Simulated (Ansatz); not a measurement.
# Si (Fd-3m) in Ansatz: further runs, part 2 of 2

Ansatz 0.2.0.

## (5) Band structure, r2SCANh+D4

run.py

```python
import json

import ase.io
import numpy as np
import spglib

import ansatz as az

atoms = ase.io.read("Si.cif")
cell, frac, numbers = spglib.find_primitive((atoms.cell[:], atoms.get_scaled_positions(), atoms.numbers), symprec=1e-5)
atoms = ase.Atoms(numbers, cell=cell, scaled_positions=frac, pbc=True)

calculation = (
    az.Crystal.from_ase(atoms)
    .calculation()
    .kpoints(5, 5, 5)
    .functional("r2scanh", dispersion="d4")
    .pseudopotentials(kind="nc", accuracy="standard")
    .scf(extra_bands=6)
    .occupations(method="gaussian", width=0.02)
    .band_structure(path=(((0.0, 0.0, 0.0), (0.5, 0.0, 0.5), (0.5, 0.25, 0.75), (0.375, 0.375, 0.75), (0.0, 0.0,
        0.0), (0.5, 0.5, 0.5), (0.625, 0.25, 0.625), (0.5, 0.25, 0.75), (0.5, 0.5, 0.5), (0.375, 0.375, 0.75)),
        ((0.625, 0.25, 0.625), (0.5, 0.0, 0.5))), intervals=4)
    .forces()
    .stress()
    .band_table(publish=True)
)
outcome = calculation.run(threads=2, events_out="events.jsonl")

report = outcome.report
for line in open("events.jsonl"):
    event = json.loads(line)
    if event["event"] == "scf_iter":
        d = event["data"]
        print(f"SCF {d['iter']:3d}  HF = {d['harris_foulkes_ev']:.6f} eV  dr2 = {d['dr2_ev']:.2e} eV")
    elif event["event"] in ("relax_step", "md_step"):
        d = event["data"]
        print(f"{event['event']} {d['step']:3d}  E = {d['lagrangian_ev']:.6f} eV")
np.set_printoptions(precision=5, suppress=True, linewidth=110)
print("converged:", report["converged"], "after", report["n_iterations"], "iterations")
print(f"free energy {report['free_energy_ev']:.6f} eV, Fermi level {report['fermi_energy_ev']:.4f} eV")
for key in ("band_edges_ev", "magnetization_mub", "site_moments_mub", "site_moments_nc_mub", "forces_ev_ang",
                "stress_gpa"):
    if report.get(key) is not None:
        print(key, np.array(report[key]), sep="\n")
```

Si.cif

```cif
data_Si
_cell_length_a 5.44370237
_cell_length_b 5.44370237
_cell_length_c 5.44370237
_cell_angle_alpha 90.00000000
_cell_angle_beta 90.00000000
_cell_angle_gamma 90.00000000
_space_group_name_H-M_alt 'Fd-3m'
_space_group_name_Hall 'F 4d 2 3 -1d'
_space_group_IT_number 227
loop_
_space_group_symop_operation_xyz
'x,y,z'
'-y+1/4,x+1/4,z+1/4'
'-x,-y+1/2,z+1/2'
'y+3/4,-x+1/4,z+3/4'
'x,-y,-z'
'-y+1/4,-x+3/4,-z+3/4'
'-x,y+1/2,-z+1/2'
'y+3/4,x+3/4,-z+1/4'
'z,x,y'
'z+1/4,-y+1/4,x+1/4'
'z+1/2,-x,-y+1/2'
'z+3/4,y+3/4,-x+1/4'
'-z,x,-y'
'-z+3/4,-y+1/4,-x+3/4'
'-z+1/2,-x,y+1/2'
'-z+1/4,y+3/4,x+3/4'
'y,z,x'
'x+1/4,z+1/4,-y+1/4'
'-y+1/2,z+1/2,-x'
'-x+1/4,z+3/4,y+3/4'
'-y,-z,x'
'-x+3/4,-z+3/4,-y+1/4'
'y+1/2,-z+1/2,-x'
'x+3/4,-z+1/4,y+3/4'
'-x+1/4,-y+1/4,-z+1/4'
'y,-x,-z'
'x+1/4,y+3/4,-z+3/4'
'-y+1/2,x,-z+1/2'
'-x+1/4,y+1/4,z+1/4'
'y,x+1/2,z+1/2'
'x+1/4,-y+3/4,z+3/4'
'-y+1/2,-x+1/2,z'
'-z+1/4,-x+1/4,-y+1/4'
'-z,y,-x'
'-z+3/4,x+1/4,y+3/4'
'-z+1/2,-y+1/2,x'
'z+1/4,-x+1/4,y+1/4'
'z+1/2,y,x+1/2'
'z+3/4,x+1/4,-y+3/4'
'z,-y+1/2,-x+1/2'
'-y+1/4,-z+1/4,-x+1/4'
[... 89 lines left out ...]
'-z+1/4,x+1/4,y+1/4'
'-z,-y+1/2,x+1/2'
'z+3/4,-x+1/4,y+3/4'
'z,y,x'
'z+1/4,x+1/4,-y+1/4'
'z+1/2,-y+1/2,-x'
'-y+3/4,-z+1/4,-x+3/4'
'-x+1/2,-z,y+1/2'
'y+1/4,-z+3/4,x+3/4'
'x+1/2,-z+1/2,-y'
'y+3/4,z+1/4,-x+3/4'
'x,z+1/2,y+1/2'
'-y+1/4,z+3/4,x+3/4'
'-x,z,-y'
'x+1/2,y+1/2,z'
'-y+3/4,x+3/4,z+1/4'
'-x+1/2,-y,z+1/2'
'y+1/4,-x+3/4,z+3/4'
'x+1/2,-y+1/2,-z'
'-y+3/4,-x+1/4,-z+3/4'
'-x+1/2,y,-z+1/2'
'y+1/4,x+1/4,-z+1/4'
'z+1/2,x+1/2,y'
'z+3/4,-y+3/4,x+1/4'
'z,-x+1/2,-y+1/2'
'z+1/4,y+1/4,-x+1/4'
'-z+1/2,x+1/2,-y'
'-z+1/4,-y+3/4,-x+3/4'
'-z,-x+1/2,y+1/2'
'-z+3/4,y+1/4,x+3/4'
'y+1/2,z+1/2,x'
'x+3/4,z+3/4,-y+1/4'
'-y,z,-x'
'-x+3/4,z+1/4,y+3/4'
'-y+1/2,-z+1/2,x'
'-x+1/4,-z+1/4,-y+1/4'
'y,-z,-x'
'x+1/4,-z+3/4,y+3/4'
'-x+3/4,-y+3/4,-z+1/4'
'y+1/2,-x+1/2,-z'
'x+3/4,y+1/4,-z+3/4'
'-y,x+1/2,-z+1/2'
'-x+3/4,y+3/4,z+1/4'
'y+1/2,x,z+1/2'
'x+3/4,-y+1/4,z+3/4'
'-y,-x,z'
'-z+3/4,-x+3/4,-y+1/4'
'-z+1/2,y+1/2,-x'
'-z+1/4,x+3/4,y+3/4'
'-z,-y,x'
'z+3/4,-x+3/4,y+1/4'
'z,y+1/2,x+1/2'
'z+1/4,x+3/4,-y+3/4'
'z+1/2,-y,-x+1/2'
'-y+3/4,-z+3/4,-x+1/4'
'-x+1/2,-z+1/2,y'
'y+1/4,-z+1/4,x+1/4'
'x+1/2,-z,-y+1/2'
'y+3/4,z+3/4,-x+1/4'
'x,z,y'
'-y+1/4,z+1/4,x+1/4'
'-x,z+1/2,-y+1/2'
loop_
_atom_site_label
_atom_site_type_symbol
_atom_site_symmetry_multiplicity
_atom_site_Wyckoff_symbol
_atom_site_fract_x
_atom_site_fract_y
_atom_site_fract_z
_atom_site_occupancy
Si1 Si 8 a 0.5000000000 0.0000000000 0.5000000000 1
```

Potentials or basis: PseudoDojo standard.

On the command line:

```sh
> python run.py
```

It took 32 s on 2 threads of Arm Neoverse V2, shared host; peak memory 0.57 GiB.

The run converged. Its results:

```yaml
Free_energy: -230.3628 eV
Pressure: -0.3 GPa
Band_gap_on_the_k_mesh: 1.16 eV, indirect (least direct gap 3.22 eV)
Band_gap_along_the_path: 1.19 eV, indirect (least direct gap 3.22 eV)
```

Levels at the corners of the path, in eV from the valence-band top:
| point | band 1 | band 2 | band 3 | band 4 | band 5 | band 6 | band 7 | band 8 | band 9 |
| --- | --- | --- | --- | --- | --- | --- | --- | --- | --- |
| Γ | -13.08 | 0.00 | 0.00 | 0.00 | 3.22 | 3.22 | 3.22 | 4.06 | 8.83 |
| X | -8.59 | -8.59 | -3.14 | -3.14 | 1.31 | 1.31 | 11.41 | 11.41 | 12.41 |
| W | -8.42 | -8.42 | -4.19 | -4.19 | 5.13 | 5.13 | 5.89 | 5.89 | 11.95 |
| K | -9.05 | -7.94 | -4.68 | -2.68 | 1.83 | 4.97 | 8.57 | 9.16 | 9.35 |
| Γ | -13.08 | 0.00 | 0.00 | 0.00 | 3.22 | 3.22 | 3.22 | 4.06 | 8.83 |
| L | -10.57 | -7.63 | -1.33 | -1.33 | 2.15 | 4.10 | 4.10 | 8.78 | 11.93 |
| U | -9.05 | -7.94 | -4.68 | -2.68 | 1.83 | 4.97 | 8.57 | 9.16 | 9.35 |
| W | -8.42 | -8.42 | -4.19 | -4.19 | 5.13 | 5.13 | 5.89 | 5.89 | 11.95 |
| L | -10.57 | -7.63 | -1.33 | -1.33 | 2.15 | 4.10 | 4.10 | 8.78 | 11.93 |
| K | -9.05 | -7.94 | -4.68 | -2.68 | 1.83 | 4.97 | 8.57 | 9.16 | 9.35 |
| U | -9.05 | -7.94 | -4.68 | -2.68 | 1.83 | 4.97 | 8.57 | 9.16 | 9.35 |
| X | -8.59 | -8.59 | -3.14 | -3.14 | 1.31 | 1.31 | 11.41 | 11.41 | 12.41 |

Caveat: the meta-GGA runs on potentials made for a GGA; the potentials were made for another functional, which shifts forces and pressure; the thresholds are loose for stress.

## (6) Overview

```csv
task,level,potentials or basis,spin,cell,k mesh,cutoff (eV),smearing,driver,points for each segment of the path,other keys,gap on the mesh (eV),pressure (GPa),moment (μB)
band structure,PBEsol,PseudoDojo PBEsol,off,as given,8 × 8 × 8,490,fixed,chain,14,crystal.symmetry = detect False; scf.n_extra_bands = 1,0.52,-0.6,-
projected density of states,BLYP+D3(BJ),Ansatz PAW,"non-collinear, ferrimagnetic start",volume scaled by 1.04,8 × 8 × 8,420,fixed,chain,-,-,0.89,-4.0,0.00
projected density of states,BLYP+D3(BJ),Ansatz PAW,"non-collinear, ferrimagnetic start",volume scaled by 1.04,8 × 8 × 8,420,fixed,-,-,-,0.89,-4.0,0.00
band structure,r2SCANh+D4,PseudoDojo standard,off,as given,5 × 5 × 5,490,gaussian 0.02 eV,chain,4,-,1.16,-0.3,-
```

Caveats: the potentials were made for another functional, which shifts forces and pressure (some runs); the starting moments weren't kept (some runs); the PAW data sets come from PBE, with cores solved anew for the run's functional, which leaves a small shift of forces and pressure (some runs); the meta-GGA runs on potentials made for a GGA (some runs); the thresholds are loose for stress (some runs).

Absolute energies hang on the potentials; compare differences alone.
